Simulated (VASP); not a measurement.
A run of VASP 6.6.1 is set up as follows.

File INCAR:

```
AGGAC    = 0.0          
ALGO     = Fast           # electronic algorithm
EDIFF    = 1E-6           # SCF threshold, eV
ENCUT    = 520            # plane-wave cutoff, eV
GGA      = MK             # functional
ISIF     = 2              # what is computed and relaxed
ISMEAR   = -1             # smearing method
LASPH    = T              # aspherical terms in the spheres
LCHARG   = F              # write CHGCAR
LREAL    = F              # projectors in reciprocal space
LUSE_VDW = T            
LWAVE    = F              # write WAVECAR
NBANDS   = 20             # bands
NELM     = 60             # most SCF steps
PARAM1   = 0.1234       
PARAM2   = 0.711357     
PREC     = Accurate       # precision mode
SIGMA    = 0.05           # smearing width, eV
ZAB_VDW  = -1.8867
```

The input KPOINTS:

```
k-points
0
Gamma
  8 8 1
```

File POSCAR:

```
MoS2
1.0
    3.1610000000      0.0000000000      0.0000000000
   -1.5805000000      2.7375063014      0.0000000000
    0.0000000000      0.0000000000     21.1300000000
S Mo
2 1
Direct
    0.6666666667      0.3333333333      0.4259346900
    0.6666666667      0.3333333333      0.5740653100
    0.3333333333      0.6666666667      0.5000000000
```

Potentials or basis: VASP PAW PBE potentials, release 64 (S, Mo_sv).

Run with:

```bash
$ cat potpaw_PBE.64/S/POTCAR potpaw_PBE.64/Mo_sv/POTCAR > POTCAR
$ mpirun -np 1 vasp_std > vasp.out
```

Predict the largest force.

0.087 eV/Å.

Predict the band gap on the k mesh.

1.99 eV, indirect (least direct gap 2.06 eV).

Forces in eV/Å, atoms in the order of the input:
```
S    0.000  0.000 -0.087
S    0.000  0.000  0.087
Mo   0.000  0.000  0.000
```

Caveat: the PAW data sets were made with another functional, which shifts forces and pressure a little.
